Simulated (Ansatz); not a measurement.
Runs of Ansatz 0.2.0 on Al. It takes space group P6/mmm (No. 191, hexagonal). Conventional cell: a = 4.492 Å, b = 4.492 Å, c = 2.723 Å, α = 90.00°, β = 90.00°, γ = 120.00°. Around Al (site symmetry -6m2) lie 5 Al at 2.59 to 2.72 Å. The cell was built by a generator and needn't be a form met in nature.

```csv
task,level,cell,cutoff (eV),points for each segment of the path,gap on the mesh (eV),pressure (GPa),relaxed volume (Å³/atom)
relaxation of cell and atoms,HF,relaxed,420,-,none,0.0,27.03
relaxation of cell and atoms,PBEsol0,relaxed,420,-,none,0.0,24.41
single point,r2SCAN0,as given,500,-,none,1.3,-
relaxation of cell and atoms,HSE03,relaxed,420,-,none,0.0,24.79
band structure,HSEsol,as given,420,4,none,(b),-
single point,PBEsol0,as given,420,-,none,1.3,-
band structure,HSE06,as given,420,4,none,(c),-
relaxation of cell and atoms,HSE06,relaxed,420,-,none,0.0,24.73
relaxation of cell and atoms,HSEsol,relaxed,420,-,none,0.0,(a)
single point,HF,as given,420,-,none,6.2,-
single point,r2SCANh,as given,500,-,none,1.4,-
single point,B3LYP,as given,420,-,none,3.7,-
```

Alike in all rows: potentials or basis Ansatz PAW; no spin polarisation; k mesh 4 × 4 × 5; smearing fermi-dirac 0.05 eV; the mesh is coarse, so values aren't converged.

Problem. Estimate the missing entries.

Solution. (a) 24.34; (b) 1.1; (c) 1.9.

Caveats: all runs use coarse meshes; the PAW data sets come from PBE, with cores solved anew for the run's functional, which leaves a small shift of forces and pressure; the thresholds are loose for stress (some runs); the plane-wave basis is chosen anew once the cell has moved, so the energies of steps on either side of that aren't comparable (some runs).

A gap of «none» marks a metal or a gap under the smearing width.
